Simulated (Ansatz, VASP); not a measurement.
## One calculation of As, two programs

INCAR

```
SYSTEM = As
PREC = Accurate ; ENCUT = 520
EDIFF = 1E-6 ; ISMEAR = 0
SIGMA = 0.1 ; LREAL = .False.
LASPH = .True. ; NELM = 60
ALGO = Normal ; ISIF = 2
LWAVE = .False. ; LCHARG = .False.
GGA = B5 ; ALDAX = 1.0
AGGAX = 1.0 ; AGGAC = 1.0
ALDAC = 0.0 ; NBANDS = 12
```

Contents of KPOINTS:

```
Automatic mesh
0
Gamma
  6 6 6
  0 0 0
```

Contents of POSCAR:

```
As
1.0
    1.8797494575      1.0852738553      3.4857700000
   -1.8797494575      1.0852738553      3.4857700000
    0.0000000000     -2.1705477106      3.4857700000
As
2
Direct
    0.2275400000      0.2275400000      0.2275400000
    0.7724600000      0.7724600000      0.7724600000
```

Input for Ansatz:

```yaml
crystal:
  lattice:
    - [1.8797494575, 1.0852738553, 3.48577]
    - [-1.8797494575, 1.0852738553, 3.48577]
    - [0.0, -2.1705477106, 3.48577]
  atoms:
    - { symbol: As, position: [0.22754, 0.22754, 0.22754] }
    - { symbol: As, position: [0.77246, 0.77246, 0.77246] }
basis:
  ecutwfc: 420
  ecutrho_ratio: 5
kpoints:
  mp_grid: { grid: [6, 6, 6] }
hamiltonian:
  xc: blyp
scf:
  occupations: { method: gaussian, width: 0.1 }
  n_extra_bands: 2
  max_iter: 69
output:
  forces: true
  stress: false
  eigenvalues: true
```

Alike in both runs: task single point; functional BLYP; k mesh 6 × 6 × 6; occupations gaussian, width 0.1 eV; no spin polarisation.

```csv
,VASP,Ansatz
version,VASP 6.6.1,Ansatz 0.2.0
potentials or method,"VASP PAW PBE potentials, release 64 (As)","scalar-relativistic, plane waves, PAW"
plane-wave cutoff (eV),520,420
valence electrons in the cell,10,30
```

```csv
,VASP,Ansatz,Ansatz less VASP
gap on the k mesh at the Fermi level (eV),none,none,-
rms of the force components (eV/Å),0.105,0.062,-0.0432
```

Atom by atom the forces differ by 0.043 eV/Å (rms over components). A gap of «none» marks a metal or a gap that the smearing closes. The two sets of potentials don't hold the same shells in valence.

Caveats: the PAW data sets were made with another functional, which shifts forces and pressure a little (VASP).
